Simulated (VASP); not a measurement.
Input of a VASP 6.6.1 run:

Contents of INCAR:

```
ALGO = Normal
EDIFF = 1E-7
EDIFFG = -0.01
ENCUT = 300
GGA = PE
IBRION = 2
ISIF = 2
ISMEAR = 0
LASPH = True
LCHARG = False
LREAL = False
LWAVE = False
NELM = 80
NSW = 40
PREC = Accurate
SIGMA = 0.03
```

KPOINTS

```
k-points
0
Gamma
  4 4 4
```

Contents of POSCAR:

```
GaP                                     
1.0
    0.0000000000      2.7509908602      2.7509908602
    2.7509908602      0.0000000000      2.7509908602
    2.7509908602      2.7509908602      0.0000000000
  Ga              P             
     1     1
Direct
     0.0000000000000000    0.0000000000000000    0.0000000000000000
     0.2500000000000000    0.2500000000000000    0.2500000000000000
```

Potentials or basis: VASP PAW PBE potentials, release 64 (Ga, P).

The run is started by

```sh
$ cat potpaw_PBE.64/Ga/POTCAR potpaw_PBE.64/P/POTCAR > POTCAR
$ mpirun -np 1 vasp_std > vasp.out
```

Predict the band gap on the k mesh.

1.62 eV, indirect (least direct gap 1.65 eV).

Final structure:
```xyz
2
Lattice="0.0000 2.7510 2.7510 2.7510 0.0000 2.7510 2.7510 2.7510 0.0000" Properties=species:S:1:pos:R:3 pbc="T T T"
Ga    0.0000    0.0000    0.0000
P     1.3755    1.3755    1.3755
```

Caveat: the k mesh is coarse (spacing up to 0.49 Å⁻¹), so the values aren't converged; the relaxation stopped at its first step, so nothing moved. A k mesh can miss the band edges.
